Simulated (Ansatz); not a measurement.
# Transmission past a defect: (4,1) C nanotube, vacancy of one C, part 2 of 5

Aim: how much does this defect scatter, and at which energies?

Ansatz 0.2.0; DFT PBE, plane waves, PAW; relaxation of a wire's period (the session's first sound run).

So far. Step 2 (The relaxed wire): The cell's length comes to 6.501 Å with spin left out.

### 3. The wire at its relaxed period

This step: DFT PBE, plane waves, PAW; channels and complex bands of a perfect wire (Ansatz 0.2.0).

At the relaxed period the Bloch states of the perfect wire are found at each energy: those that move forward count the open channels, and those that decay describe how a disturbance dies away inside the wire itself. An energy step of 0.035 eV is under the 0.039 eV that the program asks for its thermal average at 300 K.

input.yaml reads:

```yaml
crystal:
  lattice:
    - [10.388, 0.0, 0.0]
    - [0.0, 10.378, 0.0]
    - [0.0, 0.0, 6.5008324061]
  atoms:
    - { symbol: C, position: [0.409339536, 0.657144124, 0.99876104] }
    - { symbol: C, position: [0.68127666, 0.49998149, 0.001232435] }
    - { symbol: C, position: [0.326738777, 0.446493998, 0.070193176] }
    - { symbol: C, position: [0.54032908, 0.676905041, 0.072662977] }
    - { symbol: C, position: [0.336642381, 0.578721069, 0.144095224] }
    - { symbol: C, position: [0.513524566, 0.319014889, 0.141623908] }
    - { symbol: C, position: [0.386946278, 0.358100105, 0.215527682] }
    - { symbol: C, position: [0.679248838, 0.472922575, 0.213052982] }
    - { symbol: C, position: [0.566235131, 0.668904862, 0.284476937] }
    - { symbol: C, position: [0.613024505, 0.358102662, 0.286957034] }
    - { symbol: C, position: [0.350196998, 0.602221692, 0.355901481] }
    - { symbol: C, position: [0.663323253, 0.578729182, 0.358381525] }
    - { symbol: C, position: [0.367076192, 0.376555451, 0.427328618] }
    - { symbol: C, position: [0.459634326, 0.676901673, 0.429804982] }
    - { symbol: C, position: [0.318688597, 0.499980671, 0.501232435] }
    - { symbol: C, position: [0.590625721, 0.342818038, 0.49876104] }
    - { symbol: C, position: [0.459636176, 0.323057121, 0.572662977] }
    - { symbol: C, position: [0.67322648, 0.553468164, 0.570193176] }
    - { symbol: C, position: [0.48644069, 0.680947273, 0.641623908] }
    - { symbol: C, position: [0.663322875, 0.421241093, 0.644095224] }
    - { symbol: C, position: [0.320716419, 0.527039587, 0.713052982] }
    - { symbol: C, position: [0.613018979, 0.641862056, 0.715527682] }
    - { symbol: C, position: [0.386940751, 0.6418595, 0.786957034] }
    - { symbol: C, position: [0.433730126, 0.3310573, 0.784476937] }
    - { symbol: C, position: [0.336642004, 0.42123298, 0.858381525] }
    - { symbol: C, position: [0.649768259, 0.39774047, 0.855901481] }
    - { symbol: C, position: [0.540330931, 0.323060489, 0.929804982] }
    - { symbol: C, position: [0.632889065, 0.623406711, 0.927328618] }
kpoints:
  mp_grid: { grid: [1, 1, 13] }
scf:
  occupations: { method: fermi_dirac, width: 0.05 }
hamiltonian:
  xc: pbe
output:
  transmission:
    e_range: [-1.26, 1.26]
    de: 0.035
    kmesh: [1, 1]
    reduced_basis: true
    leads: [[0, 0]]
basis:
  ecutwfc: "350 eV"
```

Command:

```sh
ansatz run input.yaml --threads 8 --pin off --max-ram 16384MiB --backend cpu --events-out ev --progress --plain --runs-dir out
```

Numbers of over 12 decimals in the logs are rounded to 6 here.

The log of the run:

```text
Warning: basis.ecutwfc = 350 eV is below the records' recommended 420 eV, and the density's cutoff is lower with it unless basis.ecutrho_ratio is high enough to keep the records' density cutoff: compare with a run at a higher cutoff
[...]
Crystal: 28 atoms, lattice volume = 700.833 Å³
Basis set: ecut = 350 eV, 10419 PW (Γ)
Bands: 84, of which v1, the nominal top of the filled ones, is band 56 counted from 1 (55 counted from 0)
Symmetry: 2 space group operations
[...]
k-points: 7 of 13 (time reversal used)
[...]
SCF iter   1: F=—  HF=-7009.119549 eV  |F-HF|=—  |Δ(HF+E_count)|=         —  Δρ=6.83e-3  dr2=1.99e-1  ethr=1.77e-3  ⟨swp⟩=12.4  Hψ=3811  notcnv=0  defer=88
[...]
SCF iter   6: F=-7009.106599 eV  HF=-7009.106599 eV  |F-HF|=4.12e-8  |Δ(HF+E_count)|=   3.13e-6  Δρ=3.74e-6  dr2=8.37e-8  ethr=8.93e-11  ⟨swp⟩=23.3  Hψ=4357  notcnv=0
SCF 1 converged in 6 iterations: F = -7009.106599 eV  dr2 = 8.37e-8
[...]
transmission: 12 of 12 steps passed
SCF converged after 6 iterations
Free energy (F): -7009.106599 eV
[...]
Internal energy: -7009.082376 eV  (E = F + TS)
E sigma→0 (E₀):  -7009.094487 eV
Entropy (-TS):   -0.024223 eV (-0.865 meV/atom)
Fermi energy:    -0.784973 eV
[...]
--- Band table (eV; the first three rows and the last of 7) ---
  k-point 0: bands = [... 52 lower, -3.1945, -2.0834, -1.1377, -1.1370, 0.7361, 0.7436, 0.7772, 0.7785, ... 24 higher]
  k-point 1: bands = [... 52 lower, -3.1779, -2.1068, -1.4035, -0.8671, 0.2894, 0.5131, 0.7946, 1.0413, ... 24 higher]
  k-point 2: bands = [... 52 lower, -3.0660, -2.1734, -1.6599, -0.6040, -0.1649, 0.2432, 0.5305, 1.3059, ... 24 higher]
  k-point 6: bands = [... 52 lower, -2.5263, -2.5019, -1.4682, -1.1856, -1.0634, -0.9273, 0.7321, 1.0236, ... 24 higher]
--- Transmission ---
  basis      : 793 plane waves across, 12 finite elements along
  points     : 1, standing for a mesh of 1 x 1
  filling    : by the input's occupations and mesh, since the crystals that have channels conduct as metals do. If one of these is a semiconductor, that mesh has misplaced its level
  energies   : 73 from -1.260000 to 1.260000 eV about the Fermi level, 0.035000 eV apart; the leads are filled to 0.000000 eV, and channels, transmission and decay are at 0.000000 eV
  crystal 0  : C28, at the sites [0, 0], period 6.5008 Å: whole cells are its period
    offset         : up to 0.0000 Å between an atom of the period and one for which it stands
    filled         : 18.1 meV over the level at which it is neutral
    channels       : 4.000000e0 a spin
    conductance    : 2.8748e14 S/m² at 300 K; may be off by some 0.0 % by where its bands' edges are placed, 0.0 % from the distance to neutral
```

Run time: 5.3 min. Hardware: 8 threads of Arm Neoverse V2, shared host; peak memory 9.5 GiB.

In the SCF lines HF is the Harris–Foulkes energy and dr2 the Hartree energy of the density residual, in eV; the loop may stop once dr2 is under the threshold and the program's other checks hold. Hψ counts applications of the Hamiltonian.

Numbers from this step:

| Quantity | Value |
| --- | --- |
| energy at zero smearing | -7009.0945 eV |
| channels at the energy nearest the Fermi level, one spin | 4 |
| conductance of the lead as this run defines it | 4.000 G₀ |
| band gap on the path through both edges | 0 eV |

Open channels of the lead, one spin against energy, zero at the Fermi level:

```csv
energy (eV),"open channels of the lead, one spin"
-1.26,2
-1.19,2
-1.08,2
-1.01,2
-0.91,2
-0.84,2
-0.73,2
-0.67,2
-0.56,2
-0.49,4
-0.39,4
-0.32,4
-0.21,4
-0.14,4
-0.04,4
0.00,4
0.04,4
0.14,4
0.21,4
0.32,4
0.39,4
0.49,2
0.56,2
0.67,2
0.73,2
0.84,2
0.91,2
1.01,4
1.08,4
1.19,4
1.26,4
```

The slowest values at each energy, most degenerate partners merged, listed up to 1.5 1/Å. Im kz of the slowest decaying states against energy, zero at the Fermi level:

```csv
energy (eV),decay 1 (Å⁻¹),decay 2 (Å⁻¹),decay 3 (Å⁻¹),decay 4 (Å⁻¹)
-1.26,0.0754,0.103,0.327,0.420
-1.16,0.0833,0.180,0.336,0.424
-1.05,0.0868,0.228,0.346,0.429
-0.94,0.0867,0.263,0.354,0.433
-0.84,0.0828,0.290,0.363,0.437
-0.77,0.0778,0.306,0.368,0.440
-0.67,0.0655,0.325,0.375,0.444
-0.56,0.043,0.341,0.382,0.447
-0.46,0.354,0.388,0.450,0.491
-0.35,0.365,0.394,0.454,0.492
-0.24,0.374,0.400,0.456,0.493
-0.14,0.380,0.405,0.459,0.494
-0.04,0.386,0.410,0.462,0.494
0.00,0.387,0.411,0.463,0.495
0.04,0.388,0.413,0.463,0.495
0.14,0.391,0.417,0.466,0.495
0.24,0.393,0.421,0.468,0.496
0.35,0.393,0.424,0.469,0.496
0.46,0.0314,0.393,0.428,0.471
0.56,0.0566,0.391,0.431,0.473
0.67,0.0656,0.388,0.433,0.474
0.77,0.0655,0.384,0.436,0.475
0.84,0.0602,0.381,0.437,0.476
0.94,0.0407,0.376,0.439,0.477
1.05,0.370,0.441,0.478,0.495
1.16,0.362,0.442,0.479,0.494
1.26,0.354,0.443,0.479,0.493
```

By hand: the program gives 2.8748 × 10^14 S/m² over the cell's cross-section of 107.81 Å² = 1.078 × 10^-18 m², so one cell conducts 3.099 × 10^-4 S. Divided by G0 = 2e²/h = 7.748 × 10^-5 S this is 4.00 G0, a resistance of 3.23 kΩ.

At the computed energy nearest the Fermi level there are 4 channels a spin, and the thermal average gives 4.00 G₀.

(Continued in part 3 of 5.)

[Logs are printed without paths, hosts, clocks, repeated set-up lines and the standing remarks that a program may print on its own settings, such as how far it seeks lower states.]

[Hosts, paths, dates, database ids (printed as entryN), source tags and the programs' standing remarks are cut or masked in the printed files.]
